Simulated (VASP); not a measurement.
## C: relaxation of cell and atoms with PBE

C:

```
C
1.0
     0.00000    1.78337    1.78337
     1.78337    0.00000    1.78337
     1.78337    1.78337    0.00000
C
2
Direct
  0.00000 0.00000 0.00000
  0.25000 0.25000 0.25000
```

This isn't the form of C at room conditions, which is graphite.

```
Program                : VASP 6.6.1
Task                   : relaxation of cell and atoms
Functional             : PBE
Potentials or basis    : VASP PAW PBE potentials, release 64 (C)
Cutoff                 : 520 eV
k mesh                 : 6 × 6 × 6
Occupations            : gaussian, width 0.02 eV
Spin                   : no spin polarisation
Further INCAR settings : ALGO = Normal; EDIFF = 1e-07; IBRION = 2; EDIFFG = -0.002; NSW = 80; ISIF = 3
```

```
Relaxed volume                         : 5.70 Å³/atom
Relaxed cell                           : a = 2.527 Å, b = 2.527 Å, c = 2.527 Å, α = 60.00°, β = 60.00°, γ = 60.00°
Space group after relaxing (to 0.05 Å) : Fd-3m (No. 227)
Energy gained by relaxing              : 0.3 meV/atom
Ionic steps                            : 3
Pressure after relaxing                : 0.0 GPa
Band gap on the k mesh                 : 4.14 eV, indirect (least direct gap 5.57 eV)
```

The path:
```tsv
step	energy change (eV)	largest force (eV/Å)	pressure (GPa)	volume (Å³)
1	0.0000	0.0000	2.53	11.34
2	0.0003	0.0000	-3.04	11.49
3	-0.0005	0.0000	0.01	11.41
```

Final structure:
```
C
1.0
     0.00000    1.78680    1.78680
     1.78680    0.00000    1.78680
     1.78680    1.78680    0.00000
C
2
Direct
  0.00000 0.00000 0.00000
  0.25000 0.25000 0.25000
```

Levels at points of the mesh, in eV from the valence-band top:
| k point | band 1 | band 2 | band 3 | band 4 | band 5 | band 6 | band 7 | band 8 |
| --- | --- | --- | --- | --- | --- | --- | --- | --- |
| (0.00, 0.00, 0.00) | -21.40 | 0.00 | 0.00 | 0.00 | 5.57 | 5.57 | 5.57 | 13.20 |
| (0.50, 0.00, 0.00) | -15.66 | -13.31 | -2.79 | -2.79 | 8.43 | 8.43 | 8.77 | 15.64 |
| (0.50, 0.50, 0.00) | -12.72 | -12.72 | -6.26 | -6.26 | 4.74 | 4.74 | 16.72 | 16.72 |

Wall time 4.1 s on 1 thread of Intel(R) Xeon(R) Platinum 8488C (Sapphire Rapids) (shared host), peak memory 0.11 GiB.

Caveat: the k mesh is coarse (spacing up to 0.51 Å⁻¹), so the values aren't converged. Expect the measured gap to be larger: semilocal functionals such as PBE lack the derivative discontinuity.
